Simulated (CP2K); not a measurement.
# InP under changes of volume

One of the cells (25.167 Å³/atom); the others are scaled copies at fixed shape and fractional positions:

```
In P
1.0
     4.14435    0.00000    0.00000
     2.07218    3.58911    0.00000
     2.07218    1.19637    3.38385
In P
1 1
Direct
  0.00000 0.00000 0.00000
  0.75000 0.75000 0.75000
```

| Property | Result |
| --- | --- |
| Program | CP2K 2026.2 |
| Functional | LDA |
| Potentials or basis | GTH_POTENTIALS In GTH-PADE-q13, P GTH-PADE-q5; TZVP-MOLOPT-PBE-GTH basis |
| Density cutoff | 6123 eV |
| k mesh | 8 × 8 × 8 |
| Occupations | fermi-dirac, width 0.05 eV |
| Spin | no spin polarisation |

```csv
volume (Å³/atom),energy over the lowest point (meV/atom),pressure (GPa),gap on the mesh (eV)
23.657,13.91,4.0,0.80
24.160,4.31,2.2,0.68
24.663,0.00,0.6,0.57
25.167,0.43,-0.8,0.46
25.670,5.10,-2.1,0.35
26.173,?,?,?
26.677,25.28,-4.2,0.14
```

What does the run at 26.173 Å³/atom give?

Energy over the lowest point 13.52 meV/atom; pressure -3.2 GPa; gap on the mesh 0.25 eV.

Worked out: A Birch-Murnaghan fit of order 3 (a polynomial in V^(-2/3)) to the other rows has its minimum at 24.86 Å³/atom with B0 = V·E''(V) = 71 GPa and B' = 4.7. It gives 13.50 meV/atom at 26.173 Å³/atom, against the run's 13.52, and -dE/dV = -3.2 GPa, against -3.2. A straight line through the other rows of the gap, of slope -5.48 eV per unit of ln V (its deformation potential), gives 0.24 eV, against the run's 0.25.

Energies are extrapolated to zero smearing.

Caveats: spin-orbit coupling is left out, which moves the levels of the heavy elements; the basis of atomic orbitals isn't converged, which shifts pressures, moduli and gaps.
